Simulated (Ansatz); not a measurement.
# SiO2: structure and electronic properties

Aim: for SiO2, relax cell and atoms and see whether it has a gap, which orbitals make up the states near it and how charge is shared.

Computed with Ansatz 0.2.0 (DFT PBE, scalar-relativistic, plane waves, PAW, unless a step's input says otherwise).

### 1 The structure to begin with

The structure is hexagonal, space group P6_3/mmc (No. 194). Conventional cell: a = 5.052 Å, b = 5.052 Å, c = 8.270 Å, α = 90.00°, β = 90.00°, γ = 120.00°. Around Si (site symmetry 3m) lie 4 O at 1.55 Å. O (site symmetry -6m2) is surrounded by 2 Si at 1.55 Å. O (site symmetry 2/m) is surrounded by 2 Si at 1.55 Å.

Coordinates:

```xyz
12
Lattice="5.0520 0.0000 0.0000 -2.5260 4.3752 0.0000 0.0000 0.0000 8.2700" Properties=species:S:1:pos:R:3 pbc="T T T"
Si    0.0000    2.9168    0.5127
Si    2.5260    1.4584    4.6477
Si    0.0000    2.9168    3.6223
Si    2.5260    1.4584    7.7573
O     0.0000    2.9168    2.0675
O     2.5260    1.4584    6.2025
O     2.5260    0.0000    0.0000
O     1.2630    2.1876    4.1350
O    -1.2630    2.1876    0.0000
O     2.5260    0.0000    4.1350
O     1.2630    2.1876    0.0000
O    -1.2630    2.1876    4.1350
```

Source of the structure: the Crystallography Open Database.

(A quick probe on a coarse mesh, which set the mesh and smearing, is not shown.)

### 3 Coarse relaxation

Input file input.yaml:

```yaml
crystal:
  lattice:
    - [5.052, 0.0, 0.0]
    - [-2.526, 4.3751603399, 0.0]
    - [0.0, 0.0, 8.27]
  atoms:
    - { symbol: Si, position: [0.3333333333, 0.6666666667, 0.062] }
    - { symbol: Si, position: [0.6666666667, 0.3333333333, 0.562] }
    - { symbol: Si, position: [0.3333333333, 0.6666666667, 0.438] }
    - { symbol: Si, position: [0.6666666667, 0.3333333333, 0.938] }
    - { symbol: O, position: [0.3333333333, 0.6666666667, 0.25] }
    - { symbol: O, position: [0.6666666667, 0.3333333333, 0.75] }
    - { symbol: O, position: [0.5, 0.0, 0.0] }
    - { symbol: O, position: [0.5, 0.5, 0.5] }
    - { symbol: O, position: [0.0, 0.5, 0.0] }
    - { symbol: O, position: [0.5, 0.0, 0.5] }
    - { symbol: O, position: [0.5, 0.5, 0.0] }
    - { symbol: O, position: [0.0, 0.5, 0.5] }
basis:
  ecutwfc: 420
kpoints:
  mp_grid: { grid: [6, 6, 4] }
hamiltonian:
  xc: pbe
scf:
  occupations: { method: gaussian, width: 0.1 }
output:
  forces: true
  stress: true
  eigenvalues: true
relax:
  adjacent_minimum: "off"
  f_tol: 0.05
  max_steps: 80
  cell: { stress_tol: 0.5 }
```

Started as:

```sh
> ansatz run input.yaml --threads 2 --pin off --max-ram 5120MiB --backend cpu --events-out ev --progress --plain --runs-dir out
```

The session goes on with these runs: relaxing cell and atoms; electronic structure at the relaxed geometry.

**Question.** What will these runs give? Wanted: relaxed cell; volume; formation energy; gap.

The runs gave:

| quantity | value |
| --- | --- |
| relaxed cell | a = 5.276 Å, b = 5.276 Å, c = 8.612 Å, α = 90.00°, β = 90.00°, γ = 120.00° |
| space group (0.01 Å) | P6_3/mmc (No. 194) |
| volume | 17.30 Å³/atom |
| formation energy (elements from runs with the same settings, not shown) | -2.77 eV/atom |
| gap | 5.37 eV, direct on the path |

The cell grew by 13.6 % in volume on relaxing. A change this large, from a start under high stress, points beyond the functional: the entry may be disordered, lack atoms or hold sites in another order than in this ordered cell, or the electronic state differs. It has a gap of 5.37 eV, with the valence top at Γ and the conduction bottom at Γ on the path. Of the projected weight, the top eV of the valence band is O 2p (98 %).

The gaps are Kohn-Sham values of a semilocal functional, not quasiparticle or optical gaps. Such gaps usually fall short of the measured ones.
